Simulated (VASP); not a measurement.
Here is a VASP 6.6.1 calculation.

POSCAR

```
HfO2
1.0
    5.1379116243      0.0000000000     -0.0157996926
    0.0000000000      5.1892665637      0.0000000000
   -0.8781622787      0.0000000000      5.2488638018
  Hf              O
     4     8
Direct
     0.2759125241712564    0.0426831347262094    0.2078898759001713
     0.7240874758287437    0.5426831347262095    0.2921101240998288
     0.7240874758287437    0.9573168652737905    0.7921101240998287
     0.2759125241712564    0.4573168652737906    0.7078898759001713
     0.4489024270715783    0.7573007925008333    0.4775047991171267
     0.5510975729284217    0.2573007925008332    0.0224952008828733
     0.5510975729284217    0.2426992074991667    0.5224952008828733
     0.4489024270715783    0.7426992074991667    0.9775047991171267
     0.0676305727300760    0.3296925866532563    0.3473770478176256
     0.9323694272699239    0.8296925866532564    0.1526229521823743
     0.9323694272699239    0.6703074133467436    0.6526229521823743
     0.0676305727300760    0.1703074133467437    0.8473770478176257
```

Contents of INCAR.step1:

```
SYSTEM = HfO2
PREC = Accurate
ENCUT = 600
EDIFF = 1E-8
ISMEAR = 0
SIGMA = 0.03
LREAL = .FALSE.
LASPH = .TRUE.
NELM = 80
ALGO = Fast
ISIF = 3
LWAVE = .FALSE.
LCHARG = .FALSE.
GGA = PE
KPAR = 4
IBRION = 2
NSW = 40
EDIFFG = -0.002
```

INCAR.step2

```
SYSTEM = HfO2
PREC = Accurate
ENCUT = 600
EDIFF = 1E-8
ISMEAR = 0
SIGMA = 0.03
LREAL = .FALSE.
LASPH = .TRUE.
NELM = 80
ALGO = Fast
ISIF = 2
LWAVE = .FALSE.
LCHARG = .FALSE.
GGA = PE
KPAR = 4
IBRION = 6
NFREE = 2
POTIM = 0.015
NSW = 1
```

Contents of KPOINTS:

```
Automatic mesh
0
G
  6 6 6
  0 0 0
```

Potentials or basis: VASP PAW PBE potentials, release 64 (Hf_pv, O).

Run with:

```console
$ cat potpaw_PBE.64/Hf_pv/POTCAR potpaw_PBE.64/O/POTCAR > POTCAR
$ cp INCAR.step1 INCAR
$ mpirun -np 4 vasp_std > vasp.out
$ cp CONTCAR POSCAR
$ cp INCAR.step2 INCAR
$ mpirun -np 4 vasp_std > vasp.out
```

(1) What does it give for the highest phonon frequency at Γ, LO-TO splitting left out?

Answers

(1) 752 cm⁻¹.
